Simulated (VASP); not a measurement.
A run of VASP 6.6.1 is set up as follows.

The input INCAR:

```
ALGO = Normal
EDIFF = 1E-6
ENCUT = 520
GGA = PS
ISIF = 2
ISMEAR = 0
LASPH = True
LCHARG = True
LELF = True
LREAL = False
LVHAR = True
LWAVE = False
NBANDS = 16
NELM = 100
PREC = Accurate
SIGMA = 0.05
```

Contents of KPOINTS:

```
k-points
0
Gamma
  12 12 12
```

File POSCAR:

```
CdS
1.0
    0.0000000000      2.7776377418      2.7776377418
    2.6124431018      0.0000000000      2.7776377418
    2.6124431018      2.7776377418      0.0000000000
Cd S
1 1
Direct
   -0.0272405933      0.0272405933      0.0272405933
    0.5272405933      0.4727594067      0.4727594067
```

Potentials or basis: VASP PAW PBE potentials, release 64 (Cd, S).

The run is started by

```console
$ cat potpaw_PBE.64/Cd/POTCAR potpaw_PBE.64/S/POTCAR > POTCAR
$ mpirun -np 1 vasp_std > vasp.out
```

(1) What does it give for the largest force?

(2) Estimate the band gap on the k mesh.

(3) Predict the pressure.

Answers

(1) 1.801 eV/Å.

(2) 0.12 eV, indirect (least direct gap 1.48 eV).

(3) 3.0 GPa.

Caveat: the PAW data sets were made with another functional, which shifts forces and pressure a little.
